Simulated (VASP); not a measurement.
# LiF in VASP: one cell, several levels of theory, part 2 of 2

The system is LiF, a lower-symmetry cell derived from the zincblende prototype, a generated structure that needn't be the ground state.

VASP 6.6.1, plane waves, PAW. Earlier steps stand in the parts before.

**3. Single point with r2SCAN**

Input file INCAR:

```
ENCUT = 520.000000
SIGMA = 0.010000
EDIFF = 1.00e-07
ALGO = Normal
METAGGA = R2SCAN
PREC = Accurate
IBRION = -1
ISIF = 2
ISMEAR = 0
NBANDS = 12
NELM = 120
NSW = 0
LASPH = .TRUE.
LCHARG = .FALSE.
LWAVE = .FALSE.
LREAL = .FALSE.
```

Input file KPOINTS:

```
KPOINTS created by Atomic Simulation Environment
0
Gamma
10 10 10
0 0 0
```

Input file KPOINTS_OPT:

```
special points
6
Reciprocal
0.0000000000 0.0000000000 0.0000000000 1
-0.5000000000 -0.5000000000 0.0000000000 1
-0.3750000000 -0.3750000000 0.2500000000 1
-0.3750000000 0.0000000000 0.3750000000 1
0.0000000000 0.0000000000 0.5000000000 1
-0.5000000000 -0.2500000000 0.2500000000 1
```

Input file POSCAR:

```
Li F
 1.0000000000000000
     0.0000000000000000    2.1767797081000002    2.0966475590000000
     2.1767797081000002    0.0000000000000000    2.0966475590000000
     2.1767797081000002    2.1767797081000002    0.0000000000000000
 Li  F
   1   1
Cartesian
  0.0000000000000000  0.0000000000000000  0.0000000000000000
  1.0883898540500003  1.0883898540500003  1.0483237795000000
```

Command:

```bash
mpirun -np 1 vasp_std
```

Printed to the terminal (iteration lines stand in OSZICAR):

```text
POSCAR found type information on POSCAR LiF
 POSCAR found :  2 types and       2 ions
 -----------------------------------------------------------------------------
|                                                                             |
|                                                                             |
|     You enforced a specific xc type in the INCAR file but a different       |
|     I HOPE YOU KNOW WHAT YOU ARE DOING!                                     |
|                                                                             |
 -----------------------------------------------------------------------------

 LDA part: xc-table for (None), standard interpolation
 POSCAR, INCAR and KPOINTS ok, starting setup
 FFT: planning ... GRIDC
 FFT: planning ... GRID_SOFT
 FFT: planning ... GRID
 WAVECAR not read
 entering main loop
 Start KPOINTS_OPT (optional k-point list driver)
k-point batch [1-6\6]
```

OSZICAR:

```text
N       E                     dE             d eps       ncg     rms          rms(c)
DAV:   1     0.304807829428E+02    0.30481E+02   -0.53651E+03  2480   0.844E+02
DAV:   2    -0.137976758319E+02   -0.44278E+02   -0.43332E+02  2960   0.193E+02
DAV:   3    -0.151629269336E+02   -0.13653E+01   -0.13600E+01  3224   0.305E+01
DAV:   4    -0.151845137287E+02   -0.21587E-01   -0.21585E-01  2924   0.423E+00
DAV:   5    -0.151848735685E+02   -0.35984E-03   -0.35984E-03  3340   0.428E-01    0.455E+00
DAV:   6    -0.117588277821E+02    0.34260E+01   -0.12063E+00  2720   0.711E+00    0.156E+00
DAV:   7    -0.117918382564E+02   -0.33010E-01   -0.45852E-01  2924   0.463E+00    0.129E+00
DAV:   8    -0.118932844179E+02   -0.10145E+00   -0.72586E-01  2600   0.604E+00    0.219E+00
DAV:   9    -0.118051512682E+02    0.88133E-01   -0.46858E-01  2556   0.442E+00    0.115E-01
DAV:  10    -0.118045663370E+02    0.58493E-03   -0.32288E-03  2796   0.557E-01    0.112E-01
DAV:  11    -0.118044434205E+02    0.12292E-03   -0.69450E-04  2792   0.198E-01    0.181E-02
DAV:  12    -0.118044282748E+02    0.15146E-04   -0.57037E-05  3120   0.594E-02    0.379E-03
DAV:  13    -0.118044256005E+02    0.26744E-05   -0.13534E-06  2908   0.993E-03    0.141E-03
DAV:  14    -0.118044254255E+02    0.17496E-06   -0.19493E-08  2648   0.160E-03    0.145E-03
DAV:  15    -0.118044257430E+02   -0.31749E-06   -0.99255E-08  1532   0.218E-03    0.430E-04
DAV:  16    -0.118044260031E+02   -0.26013E-06   -0.12637E-08  1412   0.100E-03    0.438E-05
DAV:  17    -0.118044260151E+02   -0.11996E-07   -0.26817E-10  1360   0.186E-04
   1 F= -.11804426E+02 E0= -.11804426E+02  d E =-.247193E-46
       N       E                     dE             ncg
DAV:   1     0.622003779231E+03   -0.31091E+04      152
DAV:   2     0.384250935056E+03   -0.23775E+03      176
DAV:   3     0.377334273337E+03   -0.69167E+01      192
DAV:   4     0.377249649500E+03   -0.84624E-01      160
DAV:   5     0.377248794864E+03   -0.85464E-03      176
DAV:   6     0.377248765983E+03   -0.28881E-04      180
DAV:   7     0.377248765751E+03   -0.23260E-06      176
DAV:   8     0.377248765745E+03   -0.54997E-08      136
```

Parts of OUTCAR:

```text
k-points           NKPTS =    102   k-points in BZ     NKDIM =    102   number of bands    NBANDS=     12

   NELECT =      10.0000    total number of electrons

   dimension x,y,z NGX =    24 NGY =   24 NGZ =   24
   dimension x,y,z NGXF=    48 NGYF=   48 NGZF=   48

  energy-cutoff  :      520.00
  volume of cell :       19.87
      direct lattice vectors                 reciprocal lattice vectors
     0.000000000  2.176779708  2.096647559    -0.229697106  0.229697106  0.238475941
     2.176779708  0.000000000  2.096647559     0.229697106 -0.229697106  0.238475941
     2.176779708  2.176779708  0.000000000     0.229697106  0.229697106 -0.238475941

 k-points in reciprocal lattice and weights: KPOINTS created by Atomic Simulation Env
   0.00000000  0.00000000  0.00000000       0.001
   0.10000000  0.00000000  0.00000000       0.008
   0.20000000  0.00000000  0.00000000       0.008
   0.30000000  0.00000000  0.00000000       0.008
   0.40000000  0.00000000  0.00000000       0.008
   0.50000000  0.00000000  0.00000000       0.004
   0.10000000  0.10000000  0.00000000       0.002
   0.20000000  0.10000000  0.00000000       0.008
[... 94 more k-points ...]

 E-fermi :  -3.0520

 k-point     1 :       0.0000    0.0000    0.0000
  band No.  band energies     occupation
      1     -44.6631      2.00000
      2     -23.6327      2.00000
      3      -3.2065      2.00000
      4      -3.2065      2.00000
      5      -3.1496      2.00000
      6       5.5281      0.00000
      7      17.7808      0.00000
      8      17.8375      0.00000
      9      17.8376      0.00000
     10      25.6392      0.00000
     11      25.6392      0.00000
     12      26.7260      0.00000

 k-point     2 :       0.1000    0.0000    0.0000
  band No.  band energies     occupation
      1     -44.6595      2.00000
      2     -23.6176      2.00000
      3      -3.4028      2.00000
      4      -3.2361      2.00000
      5      -3.1880      2.00000
      6       5.8099      0.00000
      7      17.5089      0.00000
      8      17.8583      0.00000
      9      17.9050      0.00000
     10      24.3320      0.00000
     11      24.3750      0.00000
     12      25.5333      0.00000

 k-point     3 :       0.2000    0.0000    0.0000
  band No.  band energies     occupation
      1     -44.6501      2.00000
      2     -23.5775      2.00000
      3      -3.9255      2.00000
      4      -3.3124      2.00000
      5      -3.2450      2.00000
      6       6.5843      0.00000
      7      16.5153      0.00000
      8      17.7737      0.00000
      9      18.0227      0.00000
     10      23.5841      0.00000
     11      23.7376      0.00000
     12      24.5881      0.00000

 k-point     4 :       0.3000    0.0000    0.0000
  band No.  band energies     occupation
      1     -44.6385      2.00000
      2     -23.5262      2.00000
      3      -4.5211      2.00000
      4      -3.4043      2.00000
      5      -3.3112      2.00000
      6       7.6972      0.00000
      7      15.0413      0.00000
      8      17.4437      0.00000
      9      17.9328      0.00000
     10      23.7709      0.00000
     11      23.8895      0.00000
     12      24.6121      0.00000

 k-point     5 :       0.4000    0.0000    0.0000
  band No.  band energies     occupation
      1     -44.6290      2.00000
      2     -23.4835      2.00000
      3      -4.9703      2.00000
      4      -3.4768      2.00000
      5      -3.3631      2.00000
      6       8.9209      0.00000
      7      13.5667      0.00000
      8      17.0763      0.00000
      9      17.6973      0.00000
     10      24.2231      0.00000
     11      24.4282      0.00000
     12      24.9897      0.00000

 k-point     6 :       0.5000    0.0000    0.0000
  band No.  band energies     occupation
      1     -44.6255      2.00000
      2     -23.4671      2.00000
      3      -5.1356      2.00000
      4      -3.5041      2.00000
      5      -3.3827      2.00000
      6       9.6177      0.00000
      7      12.7875      0.00000
      8      16.9252      0.00000
      9      17.5809      0.00000
     10      24.2687      0.00000
     11      24.7796      0.00000
     12      25.2861      0.00000

 k-point     7 :       0.1000    0.1000    0.0000
  band No.  band energies     occupation
      1     -44.6580      2.00000
      2     -23.6097      2.00000
      3      -3.3500      2.00000
      4      -3.2920      2.00000
      5      -3.2920      2.00000
      6       5.9095      0.00000
      7      17.6539      0.00000
      8      17.6540      0.00000
      9      17.8938      0.00000
     10      22.8966      0.00000
     11      26.6430      0.00000
     12      26.6430      0.00000

 k-point     8 :       0.2000    0.1000    0.0000
  band No.  band energies     occupation
      1     -44.6504      2.00000
      2     -23.5759      2.00000
      3      -3.7758      2.00000
      4      -3.3894      2.00000
      5      -3.2981      2.00000
      6       6.4938      0.00000
      7      16.9632      0.00000
      8      17.5142      0.00000
      9      18.1852      0.00000
     10      21.3794      0.00000
     11      25.8262      0.00000
     12      26.0777      0.00000

 k-point     9 :       0.3000    0.1000    0.0000
  band No.  band energies     occupation
      1     -44.6395      2.00000
      2     -23.5276      2.00000
      3      -4.3457      2.00000
      4      -3.4892      2.00000
      5      -3.3374      2.00000
      6       7.4522      0.00000
      7      15.5182      0.00000
      8      17.3156      0.00000
      9      18.2420      0.00000
     10      21.2992      0.00000
     11      25.4694      0.00000
     12      26.0355      0.00000

 k-point    10 :       0.4000    0.1000    0.0000
  band No.  band energies     occupation
      1     -44.6294      2.00000
      2     -23.4828      2.00000
      3      -4.8293      2.00000
      4      -3.5539      2.00000
      5      -3.4036      2.00000
      6       8.6227      0.00000
      7      13.9160      0.00000
      8      17.0848      0.00000
      9      17.9788      0.00000
     10      21.9327      0.00000
     11      25.4814      0.00000
     12      26.5323      0.00000

 k-point    11 :       0.5000    0.1000    0.0000
  band No.  band energies     occupation
      1     -44.6241      2.00000
      2     -23.4596      2.00000
      3      -5.0726      2.00000
      4      -3.5608      2.00000
      5      -3.4670      2.00000
      6       9.6200      0.00000
      7      12.7041      0.00000
      8      16.9861      0.00000
      9      17.7354      0.00000
     10      22.5237      0.00000
     11      25.2072      0.00000
     12      27.1264      0.00000

 k-point    12 :      -0.4000    0.1000    0.0000
  band No.  band energies     occupation
      1     -44.6255      2.00000
      2     -23.4679      2.00000
      3      -5.0068      2.00000
      4      -3.5081      2.00000
      5      -3.5006      2.00000
      6       9.3861      0.00000
      7      12.9151      0.00000
      8      17.1535      0.00000
      9      17.6593      0.00000
     10      22.9497      0.00000
     11      24.2563      0.00000
     12      27.4963      0.00000

 k-point    13 :      -0.3000    0.1000    0.0000
  band No.  band energies     occupation
      1     -44.6331      2.00000
      2     -23.5042      2.00000
      3      -4.6545      2.00000
      4      -3.4874      2.00000
      5      -3.4143      2.00000
      6       8.2347      0.00000
      7      14.2575      0.00000
      8      17.5983      0.00000
      9      17.6802      0.00000
     10      22.9918      0.00000
     11      23.1560      0.00000
     12      27.5595      0.00000

 k-point    14 :      -0.2000    0.1000    0.0000
  band No.  band energies     occupation
      1     -44.6441      2.00000
      2     -23.5538      2.00000
      3      -4.1321      2.00000
      4      -3.4230      2.00000
      5      -3.3136      2.00000
      6       7.0848      0.00000
      7      15.8453      0.00000
      8      17.6658      0.00000
      9      18.0828      0.00000
     10      22.1969      0.00000
     11      22.9455      0.00000
     12      27.8188      0.00000

 k-point    15 :      -0.1000    0.1000    0.0000
  band No.  band energies     occupation
      1     -44.6542      2.00000
      2     -23.5968      2.00000
      3      -3.6476      2.00000
      4      -3.3058      2.00000
      5      -3.2447      2.00000
      6       6.2273      0.00000
      7      17.1487      0.00000
      8      17.6636      0.00000
      9      18.1273      0.00000
     10      22.6724      0.00000
     11      22.9678      0.00000
     12      28.0607      0.00000

[... the tables of k-points 16 to 102 left out ...]

  Total       -0.1212924     -0.1212924     -0.0015508      0.0000000     -0.0000000      0.0000000
  in kB       -9.7804718     -9.7804718     -0.1250500      0.0000000     -0.0000000      0.0000000
  external PRESSURE =      -6.5619979 kB  Pullay stress =       0.0000000 kB

 POSITION                                       TOTAL-FORCE (eV/Angst)
 -----------------------------------------------------------------------------------
      0.00000      0.00000      0.00000         0.000000      0.000000      0.000000
      1.08839      1.08839      1.04832        -0.000000     -0.000000     -0.000000
 -----------------------------------------------------------------------------------
    total drift:                               -0.000000     -0.000000      0.000000

  FREE ENERGIE OF THE ION-ELECTRON SYSTEM (eV)
  ---------------------------------------------------
  free  energy   TOTEN  =       -11.8044260151 eV

  energy  without entropy=      -11.8044260151  energy(sigma->0) =      -11.80442602
```

Wall time 1.7 min (1 MPI rank of Intel Xeon Platinum 8488C, shared host); peak memory 0.15 GiB.

The levels at the points of KPOINTS_OPT are read from vasprun.xml.

Band energies at the special points (eV, zero at the top of v, the last band that the electrons fill by count):

```tsv
point	v−1	v	c	c+1
Γ	-0.06	0.00	8.68	20.93
X	-0.92	-0.92	11.33	17.07
U	-0.93	-0.73	12.48	16.08
K	-0.94	-0.61	12.51	15.96
L	-0.35	-0.23	12.77	15.94
W	-0.99	-0.78	12.77	16.62
```

The r2SCAN gap is 8.68 eV, direct at Γ. The pressure is -0.66 GPa; the forces vanish within 0.01 eV/Å.

**4. Results**

The summary covers parts 1 to 2.

```
 level  gap (eV)  pressure (GPa)
   PBE      7.84            2.35
r2SCAN      8.68           -0.66
```

In words: The gap spans 7.84 eV (PBE) to 8.68 eV (r2SCAN). At this one volume the pressure spans -0.7 GPa (r2SCAN) to 2.3 GPa (PBE): PBE wants the largest cell and r2SCAN the smallest.
